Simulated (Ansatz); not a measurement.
## CaF2: zone-centre modes at 50 GPa

Level of theory: DFT PBEsol, scalar-relativistic, plane waves, PAW (Ansatz 0.2.0). Plane waves to 420 eV; Γ-centred k mesh 8×8×8; fixed occupations. No spin polarisation. Phonons by linear response, acoustic sum rule imposed.

The cell, relaxed at 50 GPa:
```yaml
crystal:
  lattice:
    - [0.00000, 2.45594, 2.45594]
    - [2.45594, 0.00000, 2.45594]
    - [2.45594, 2.45594, 0.00000]
  atoms:
    - { symbol: Ca, position: [0.00000, 0.00000, 0.00000] }
    - { symbol: F, position: [0.25000, 0.25000, 0.25000] }
    - { symbol: F, position: [0.75000, 0.75000, 0.75000] }
```

The real crystal has changed phase below this pressure.

Question: Give the high-frequency dielectric tensor ε∞.

Answer:
```
2.56 0.00 0.00
0.00 2.56 0.00
0.00 0.00 2.56
```

Question: Give the Born effective charges.

Answer:
| atom | Z*xx | Z*yy | Z*zz | mean |
| --- | --- | --- | --- | --- |
| Ca (atom 1) | 2.48 | 2.48 | 2.48 | 2.48 |
| F (atom 2) | -1.24 | -1.24 | -1.24 | -1.24 |

Question: How large is the static dielectric tensor with the ions free to move, and what share of it is ionic?

Answer:
```
4.9 0.0 0.0
0.0 4.9 0.0
0.0 0.0 4.9
```
The ions give 48 % of its trace.

Cost: 1 run of about 0.28 core-minutes, on Intel Xeon Processor @ 2.70GHz (shared hosts).